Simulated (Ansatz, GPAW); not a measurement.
GaN: PBE in single-zeta orbitals, run from Python

These are simulated results from GPAW 26.7.0, not measurements. The cell was built from a prototype and was relaxed with r2SCAN in plane waves (Ansatz 0.2.0). Not every such cell is a known phase. All runs are without spin polarisation.

It is hexagonal, P6_3/mmc (No. 194); a = 2.967 Å, c = 5.033 Å in the conventional setting, 9.59 Å³ an atom. Ga has 6 N at 2.13 Å and 2 Ga at 2.52 Å; N has 6 Ga at 2.13 Å.

The basis is minimal: single zeta, one radial function for each shell that the log's basis lists. It describes the filled bands fairly and the empty ones poorly.

Input script:

```python
import json
from ase import Atoms
from gpaw import GPAW, PW, FermiDirac

atoms = Atoms(['Ga', 'Ga', 'N', 'N'],
              cell=[[2.96720354, 0.0, 0.0], [-1.48360177, 2.56967364, 0.0], [0.0, 0.0, 5.03292552]],
              scaled_positions=[[0.0, 0.0, 0.0], [0.0, 0.0, 0.5], [0.333333333, 0.666666667, 0.25], [0.666666667, 0.333333333, 0.75]],
              pbc=True)
calc = GPAW(mode='lcao', basis='sz(dzp)', h=0.2, xc='PBE', kpts={'size': (6, 6, 4), 'gamma': True},
            occupations=FermiDirac(0.02), maxiter=100, legacy_gpaw=True, txt='gpaw.txt')
atoms.calc = calc
res = {'energy': atoms.get_potential_energy(force_consistent=True)}
res['electrons'] = calc.get_number_of_electrons()
res['k'] = calc.get_ibz_k_points().tolist()
res['levels'] = [calc.get_eigenvalues(kpt=i).tolist() for i in range(len(res['k']))]
points = [[0.0, 0.0, 0.0], [0.5, 0.0, 0.0], [0.333333, 0.333333, 0.0], [0.0, 0.0, 0.5], [0.5, 0.0, 0.5], [0.333333, 0.333333, 0.5], [0.0, 0.148438, 0.0]]
bands = calc.fixed_density(kpts=points, symmetry='off', txt='bands.txt')
res['points'] = [bands.get_eigenvalues(kpt=i).tolist() for i in range(len(points))]
json.dump(res, open('results.json', 'w'))
print('free energy (eV):', round(res['energy'], 5))
```

Command: `python run.py`. It took 40 s on 1 thread of Arm Neoverse N1 (shared host), peak memory 0.14 GiB.

The log gpaw.txt, trimmed of paths, versions and times, then the last line on the terminal. An iter line gives the energy in eV and the logarithms of the changes of orbitals (plane waves alone) and density (c: converged):

```
___ ___ ___ _ _ _
 |   |   |_  | | | |

 | | | | | . | | | |

 |__ |  _|___|_____|  26.7.0
 |___|_|

Input parameters:
  basis: sz(dzp)
  h: 0.2
  kpts: {gamma: True,
         size: (6, 6, 4)}
  maxiter: 100
  mode: lcao
  occupations: {fixmagmom: False,
                name: fermi-dirac,
                width: 0.02}
  xc: PBE

System changes: positions, numbers, cell, pbc, initial_charges, initial_magmoms

Initialize ...

species:
  Ga:
    name:    Gallium
    Z:       31.0
    valence: 3
    core:    28
    charge:  0.0  # [|e|]
    compensation charges:
      type: gauss
      rc: 0.37  # [Å]
      lmax: 2
    cutoffs:
      filter: 2.06  # [Å]
      core: 4.17  # [Å]
    projectors
    | kind |    occ | energy [eV] | rcut [Å] |

    |------|--------|-------------|----------|

    |   4s |  2.000 |      -8.945 |    1.164 |

    |   4p |  1.000 |      -2.580 |    1.164 |

    |    s |        |      18.266 |    1.164 |

    |    p |        |      24.631 |    1.164 |

    |    d |        |       0.000 |    1.164 |

    LCAO basis set for Ga:
      Name: sz(dzp)
      Number of radial functions: 2
      Number of spherical harmonics: 4
        l=0, rc=7.2656 Bohr: 4s-sz confined orbital
        l=1, rc=10.3438 Bohr: 4p-sz confined orbital
      Number of RI-basis functions 0

  N:
    name:    Nitrogen
    Z:       7.0
    valence: 5
    core:    2
    charge:  0.0  # [|e|]
    compensation charges:
      type: gauss
      rc: 0.18  # [Å]
      lmax: 2
    cutoffs:
      filter: 1.11  # [Å]
      core: 0.96  # [Å]
    projectors
    | kind |    occ | energy [eV] | rcut [Å] |

    |------|--------|-------------|----------|

    |   2s |  2.000 |     -18.583 |    0.603 |

    |   2p |  3.000 |      -7.089 |    0.529 |

    |    s |        |       8.629 |    0.603 |

    |    p |        |      20.123 |    0.529 |

    |    d |        |       0.000 |    0.577 |

    LCAO basis set for N:
      Name: sz(dzp)
      Number of radial functions: 2
      Number of spherical harmonics: 4
        l=0, rc=4.8594 Bohr: 2s-sz confined orbital
        l=1, rc=6.0625 Bohr: 2p-sz confined orbital
      Number of RI-basis functions 0

Reference energy: -108732.786066  # eV

Spin-paired calculation

Convergence criteria:
 Maximum [total energy] change in last 3 cyles: 0.0005 eV / valence electron
 Maximum integral of absolute [dens]ity change: 0.0001 electrons / valence electron
 Maximum integral of absolute [eigenst]ate change: 4e-08 eV^2 / valence electron
 Maximum number of scf [iter]ations: 100
 (Square brackets indicate name in SCF output, whereas a 'c' in
 the SCF output indicates the quantity has converged.)

Symmetries present (total): 4

  ( 1  0  0)  ( 1  0  0)  (-1  0  0)  (-1  0  0)
  ( 0  1  0)  (-1 -1  0)  ( 1  1  0)  ( 0 -1  0)
  ( 0  0  1)  ( 0  0 -1)  ( 0  0  1)  ( 0  0 -1)

144 k-points: 6 x 6 x 4 Monkhorst-Pack grid + [1/12,1/12,1/8]
47 k-points in the irreducible part of the Brillouin zone
       k-points in crystal coordinates                weights
   0:     0.00000000    0.00000000    0.00000000          1/144
   1:     0.00000000    0.00000000    0.25000000          2/144
   2:     0.00000000    0.00000000    0.50000000          1/144
   3:     0.00000000    0.16666667   -0.25000000          2/144
   4:     0.00000000    0.16666667    0.00000000          2/144
   5:     0.00000000    0.16666667    0.25000000          2/144
   6:     0.00000000    0.16666667    0.50000000          2/144
   7:     0.00000000    0.33333333   -0.25000000          2/144
   8:     0.00000000    0.33333333    0.00000000          2/144
   9:     0.00000000    0.33333333    0.25000000          2/144
          ...
  46:     0.50000000    0.50000000    0.50000000          2/144

Wave functions: LCAO
  Diagonalizer: Serial LAPACK
  Atomic Correction: dense with blas
  Data-type: complex

Occupation numbers: Fermi-Dirac:
  width: 0.0200  # eV

Eigensolver
   LCAO using direct dense diagonalizer

Densities:
  Coarse grid: 12*12*24 grid
  Fine grid: 24*24*48 grid
  Total Charge: 0.000000

Density mixing:
  Method: separate
  Backend: msr1
  Linear mixing parameter: 0.05
  old densities: 10
  Width of damping distribution: 1.1
  Damping of long wavelength oscillations: 20

Hamiltonian:
  XC and Coulomb potentials evaluated on a 24*24*48 grid
  Using the PBE Exchange-Correlation functional
  Interpolation: tri-quintic (5. degree polynomial)
  Poisson solver: FastPoissonSolver using
    Stencil: 8*3+1=25 point O(h^6) finite-difference Laplacian
    FFT axes: [np.int64(0), np.int64(1), np.int64(2)]
    FST axes: []

XC parameters: PBE with 2 nearest neighbor stencil

Memory estimate:
  Process memory now: 109.33 MiB
  Calculator: 12.90 MiB
    Density: 7.59 MiB
      Arrays: 0.69 MiB
      Localized functions: 6.38 MiB
      Mixer: 0.53 MiB
    Hamiltonian: 0.91 MiB
      Arrays: 0.45 MiB
      XC: 0.00 MiB
      Poisson: 0.00 MiB
      vbar: 0.46 MiB
    Wavefunctions: 4.39 MiB
      C [qnM]: 0.16 MiB
      S, T [2 x qmm]: 0.37 MiB
      P [aqMi]: 0.04 MiB
      BasisFunctions: 3.83 MiB
      Eigensolver: 0.00 MiB

Total number of cores used: 1

Number of atoms: 4
Number of atomic orbitals: 16
Number of bands in calculation: 14
Number of valence electrons: 16
Bands to converge: occupied
Positions:
   0 Ga     0.000000    0.000000    0.000000    ( 0.0000,  0.0000,  0.0000)
   1 Ga     0.000000    0.000000    2.516463    ( 0.0000,  0.0000,  0.0000)
   2 N     -0.000000    1.713116    1.258231    ( 0.0000,  0.0000,  0.0000)
   3 N      1.483602    0.856558    3.774694    ( 0.0000,  0.0000,  0.0000)

Unit cell:
           periodic     x           y           z      points  spacing
  1. axis:    yes    2.967204    0.000000    0.000000    12     0.2141
  2. axis:    yes   -1.483602    2.569674    0.000000    12     0.2141
  3. axis:    yes    0.000000    0.000000    5.032926    24     0.2097

  Lengths:   2.967204   2.967204   5.032926
  Angles:   90.000000  90.000000 120.000000

Effective grid spacing dv^(1/3) = 0.2231

iter:   1   -21.477829        c
iter:   2   -20.805748        c -0.63
iter:   3   -18.590186        c -0.68
iter:   4   -18.579208        c -1.52
iter:   5   -18.576440        c -1.73
iter:   6   -18.576425c       c -2.94
iter:   7   -18.576424c       c -4.06c

Converged after 7 iterations.

Energy contributions relative to reference atoms: (reference = -108732.786066)

Kinetic:       +104.297321
Potential:      -88.130750
External:        +0.000000
XC:             -36.466756
Entropy (-ST):   -0.000000
Local:           +1.723762
SIC:             +0.000000
--------------------------
Free energy:    -18.576424
Extrapolated:   -18.576424

Showing only first 2 kpts
 Kpt  Band  Eigenvalues  Occupancy
  0     6      9.70834    2.00000
  0     7      9.71230    2.00000
  0     8     11.38932    0.00000
  0     9     15.10875    0.00000

  1     6      9.65731    2.00000
  1     7      9.66098    2.00000
  1     8     12.82438    0.00000
  1     9     15.11699    0.00000

Fermi level: 10.35556

Gap: 0.968 eV
Transition (v -> c):
  (s=0, k=15, n=7, [0.17, 0.00, 0.00]) -> (s=0, k=33, n=8, [0.33, 0.33, 0.00])
Direct/indirect transitions are different
Direct gap: 1.677 eV
Transition at: (s=0, k=0, n=7, [0.00, 0.00, 0.00])

free energy (eV): -18.57642
```

The gap in the log is over the mesh alone; results.json adds the listed points. PBE in single-zeta orbitals gives a gap of 0.97 eV. On the same cell, plane-wave PBE (Ansatz, 12×12×6 k points and the special points) gives a gap of 1.33 eV and r2SCAN a gap of 1.90 eV; on shared hosts these took about 7.1 and 17 core-seconds on the 4-atom cell, against 40 for the script. Semilocal gaps usually lie below measured ones.
